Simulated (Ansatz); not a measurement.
Gas-phase electronic energies from Ansatz, PBE0-D4/def2-TZVP geometries. CBS: MP2 limit from def2 TZ/QZ plus the TZ coupled-cluster correction, frozen cores. DFT in def2-TZVPP. For Ge outer-core shells are correlated without core-valence functions, which leaves a few kJ/mol of doubt a bond. Scalar relativity is left out up to krypton. Each species was taken in one conformer, which may not be the lowest.

Consider the formal exchange of groups at a Ge–C bond: `[CH3][GeH]([Cl])[CH]=O` + `CC(C)=O` → `[CH3][GeH]([CH3])[Cl]` + `CC(=O)C=O`.

```csv
level,ΔE (kJ/mol)
PBE,-19.8
PBE0,-24.3
CCSD/def2-TZVPP,-30.1
CCSD(T)/def2-TZVPP,-30.4
```

**Question.** What does CCSD(T)/CBS give? (Best estimate.)

**Answer.** The calculation gave: -29.0 kJ/mol. The listed levels differ from it by 9.2, 4.7, -1.1, -1.4 kJ/mol.

Largest T1 diagnostic among the species: 0.015.

From PBE to PBE0 (25 % exact exchange), in def2-TZVPP and without D4, ΔE moves by −4.5 kJ/mol.

CCSD(T)/CBS has its own doubt, a few kJ/mol and more with outer-core shells, so smaller differences from it don't rank the levels.
